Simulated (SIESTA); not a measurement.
Crystal: Au.

```
Au
1.0
     0.00000    2.03500    2.03500
     2.03500    0.00000    2.03500
     2.03500    2.03500    0.00000
Au
1
Direct
  0.00000 0.00000 0.00000
```

Base run:

| Quantity | Value |
| --- | --- |
| Program | SIESTA 5.4.2 |
| Functional | PBEsol |
| Potentials or basis | PseudoDojo 0.4 standard (PBEsol files) |
| Basis | DZP (energy shift 0.003 Ry; two zetas on semicore shells) |
| Grid cutoff | 800 Ry |
| Energy shift | 0.003 Ry |
| k mesh | 11 × 11 × 11 |
| Occupations | fermi-dirac, width 0.05 eV |
| Spin | no spin polarisation |

Its results: band gap on the k mesh none (metal or under the smearing width); pressure 3.2 GPa.

**Question.** The run is repeated on the same cell with these changes: functional from PBEsol to PBE; potentials or basis from PseudoDojo 0.4 standard (PBEsol files) to PseudoDojo 0.4 standard (PBE files). What comes out?

**Answer.** Band gap on the k mesh none (metal or under the smearing width); pressure 12.3 GPa.

Caveats: short orbitals over semicore shells can move pressures by several GPa; the basis of atomic orbitals isn't converged, which shifts pressures, moduli and gaps.

Not every run made on this cell is shown here.
